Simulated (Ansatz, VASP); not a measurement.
Pd in VASP and in Ansatz

The input INCAR:

```
SYSTEM = Pd
  PREC = Accurate
  ENCUT = 600
  EDIFF = 1E-7
  ISMEAR = -1
  SIGMA = 0.05
  LREAL = .FALSE.
  LASPH = .TRUE.
  NELM = 60
  ALGO = Normal
  ISIF = 3
  LWAVE = .FALSE.
  LCHARG = .FALSE.
  GGA = B5
  ALDAX = 1.0
  AGGAX = 1.0
  AGGAC = 1.0
  ALDAC = 0.0
  IVDW = 12
  VDW_S6 = 1.0
  VDW_S8 = 2.6996
  VDW_A1 = 0.4298
  VDW_A2 = 4.2359
  IBRION = 2
  NSW = 60
  EDIFFG = -0.01
```

The input KPOINTS:

```
Automatic mesh
0
G
  11 11 6
  0 0 0
```

File POSCAR:

```
Pd
1.0
    2.7836650458      0.0000000000      0.0000000000
   -1.3918325229      2.4107246453      0.0000000000
    0.0000000000      0.0000000000      4.6288930000
Pd
2
Direct
    0.3333333333      0.6666666667      0.2500000000
    0.6666666667      0.3333333333      0.7500000000
```

File input.yaml:

```yaml
crystal:
  lattice:
    - [2.7836650458, 0.0, 0.0]
    - [-1.3918325229, 2.4107246453, 0.0]
    - [0.0, 0.0, 4.628893]
  atoms:
    - { symbol: Pd, position: [0.3333333333, 0.6666666667, 0.25] }
    - { symbol: Pd, position: [0.6666666667, 0.3333333333, 0.75] }
hamiltonian:
  xc: blyp
  pseudopotentials: { kind: paw }
  dispersion: d3bj
kpoints:
  mp_grid: { grid: [11, 11, 6] }
scf:
  occupations: { method: fermi_dirac, width: 0.05 }
output:
  forces: true
  stress: true
  eigenvalues: true
relax:
  f_tol: 0.01
  max_steps: 40
  cell: { stress_tol: 0.05 }
```

This isn't the form of Pd at room conditions, which is fcc.

Alike in both runs: task relaxation of cell and atoms; functional BLYP; dispersion D3(BJ); k mesh 11 × 11 × 6; occupations fermi-dirac, width 0.05 eV; no spin polarisation.

```csv
,VASP,Ansatz
version,VASP 6.6.1,Ansatz 0.2.0
potentials or method,"VASP PAW PBE potentials, release 64 (Pd)",Ansatz PAW
plane-wave cutoff (eV),600,420
valence electrons in the cell,20,36
```

Ansatz gave:

```
gap on the k mesh at the Fermi level, each at its own relaxed structure (eV) : none
relaxed volume (Å³/atom)                                                     : 14.88
relaxed cell length with the largest relative difference (Å)                 : 2.741
energy change over the relaxation (meV/atom)                                 : -15
```

Problem. Which values does VASP return?

Solution. gap on the k mesh at the Fermi level, each at its own relaxed structure (eV): none; relaxed volume (Å³/atom): 14.92; relaxed cell length with the largest relative difference (Å): 2.743; energy change over the relaxation (meV/atom): -13.

A gap of «none» marks a metal or a gap that the smearing closes. The two sets of potentials don't hold the same shells in valence.

Caveats: pairwise dispersion overbinds metals, which lowers pressure and volume; the PAW data sets were made with another functional, which shifts forces and pressure a little (VASP); the plane-wave basis is chosen anew once the cell has moved, so the energies of steps on either side of that aren't comparable (Ansatz); the PAW data sets come from PBE, with cores solved anew for the run's functional, which leaves a small shift of forces and pressure (Ansatz).
